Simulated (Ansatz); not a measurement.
## Calculated electric field gradients for Si3N4 under strain

The cell is an entry of the Crystallography Open Database (COD), relaxed with PBE at fixed cell and then changed (z stretched by 2 %, ions relaxed).

```
Si N
1.0
    -3.23735    3.23735    3.30210
     3.23735   -3.23735    3.30210
     3.23735    3.23735   -3.30210
Si N
6 8
Direct
  0.25000 0.12572 0.87572
  0.87428 0.25000 0.12428
  0.75000 0.37428 0.62428
  0.62572 0.75000 0.37572
  0.12500 0.87500 0.25000
  0.37500 0.62500 0.75000
  0.56333 0.56451 0.56283
  0.43549 0.49832 0.99882
  0.50168 0.00050 0.93717
  0.99950 0.43667 0.50118
  0.93667 0.49950 0.00118
  0.06451 0.06333 0.06283
  0.99832 0.93549 0.49882
  0.50050 0.00168 0.43717
```

Atoms are numbered from 1 in the order listed; like atoms form one site, named after its first atom.

Method: Kohn–Sham DFT in Ansatz, PBE, plane waves and PAW, scalar-relativistic, 420 eV cutoff, Γ-centred 6×6×6 k-points, Fermi–Dirac smearing 0.02 eV.

C_Q = eQV_zz/h, which is 24.18 MHz for Q = 1 b and V_zz = 10²¹ V/m²; η = (V_xx − V_yy)/V_zz. ν_Q = 3|C_Q|/[2I(2I − 1)].

¹⁴N: I = 1, Q = 20.44 mb. Nuclear quadrupole moments: year-2017 set (Pyykkö).

Problem. Give the quadrupolar parameters of the distinct sites.

Solution. 

```tsv
site	atoms (order as listed)	first shell	C_Q (MHz)	η	ν_Q (MHz)
N	7, 8, 9, 10, 11, 12, …	3 Si at 1.76 Å	-2.93	0.05	4.40
```

At N V_zz stands upright on the plane through its three neighbours (within 1°).

Si has no stable isotope with a ground-state quadrupole moment in the table, so these sites are left out.

The relaxation (5 steps) took 17 s of wall time (65 s of CPU time) and 0.58 GiB at its peak, on 4 threads of Arm Neoverse V1 (aarch64; 8 cores open to the job, memory cap 8.0 GiB, no GPU), a shared host with a load of 0.6 a core.
